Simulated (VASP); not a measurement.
Here is a VASP 6.6.1 calculation.

File INCAR:

```
SYSTEM = Si
PREC     = Accurate       ! precision mode
ENCUT    = 600            ! plane-wave cutoff, eV
EDIFF    = 1E-6           ! SCF threshold, eV
ISMEAR   = 0              ! smearing method
SIGMA    = 0.01           ! smearing width, eV
LREAL    = .False.        ! projectors in reciprocal space
LASPH    = .True.         ! aspherical terms in the spheres
NELM     = 100            ! most SCF steps
ALGO     = Normal         ! electronic algorithm
ISIF     = 3              ! what is computed and relaxed
LWAVE    = .False.        ! write WAVECAR
LCHARG   = .False.        ! write CHGCAR
GGA      = PE             ! functional
IBRION   = 2              ! ionic algorithm
NSW      = 80             ! ionic steps
EDIFFG   = -0.001         ! ionic threshold
```

File KPOINTS:

```
regular mesh
0
Gamma
  10 10 10
  0 0 0
```

POSCAR

```
Si
1.0
    0.0000000000      2.7348383259      2.7348383259
    2.7348383259      0.0000000000      2.7348383259
    2.7348383259      2.7348383259      0.0000000000
Si
2
Direct
    0.7500000000      0.7500000000      0.7500000000
    0.5000000000      0.5000000000      0.5000000000
```

Potentials or basis: VASP PAW PBE potentials, release 64 (Si).

Command:

```console
$ cat potpaw_PBE.64/Si/POTCAR > POTCAR
$ mpirun -np 1 vasp_std > vasp.out
```

Estimate the band gap on the k mesh.

0.62 eV, indirect (least direct gap 2.56 eV).

Estimate the relaxed cell.

a = 3.867 Å, b = 3.867 Å, c = 3.867 Å, α = 60.00°, β = 60.00°, γ = 60.00°.

Final structure:
```
CELL_PARAMETERS angstrom
0.00000 2.73439 2.73439
2.73439 0.00000 2.73439
2.73439 2.73439 0.00000
ATOMIC_POSITIONS crystal
Si 0.75000 0.75000 0.75000
Si 0.50000 0.50000 0.50000
```

A k mesh can miss the band edges.
